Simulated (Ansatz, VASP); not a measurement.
One calculation of Ti3Si2, two programs

```
Ti Si
1.0
     4.55104    0.00000    0.00000
     0.00000    4.55104    0.00000
     0.00000    0.00000    4.55104
Ti Si
3 2
Direct
  0.50000 0.00000 0.00000
  0.00000 0.50000 0.00000
  0.00000 0.00000 0.50000
  0.00000 0.00000 0.00000
  0.50000 0.50000 0.50000
```

Alike in both runs: task relaxation of cell and atoms; functional PBE; k mesh 8 × 8 × 8; occupations gaussian, width 0.1 eV; no spin polarisation.

|  | VASP | Ansatz |
| --- | --- | --- |
| version | VASP 6.6.1 | Ansatz 0.2.0 |
| potentials or method | VASP PAW PBE potentials, release 64 (Ti_sv, Si) | scalar-relativistic, plane waves, PAW |
| plane-wave cutoff (eV) | 600 | 420 |
| valence electrons in the cell | 44 | 44 |

```tsv
	VASP	Ansatz	Ansatz less VASP
gap on the k mesh at the Fermi level, each at its own relaxed structure (eV)	none	none	-
relaxed volume (Å³/atom)	18.82	18.83	+0.011
relaxed cell length with the largest relative difference (Å)	4.548	4.549	+0.0009
```

A gap of «none» marks a metal or a gap that the smearing closes.
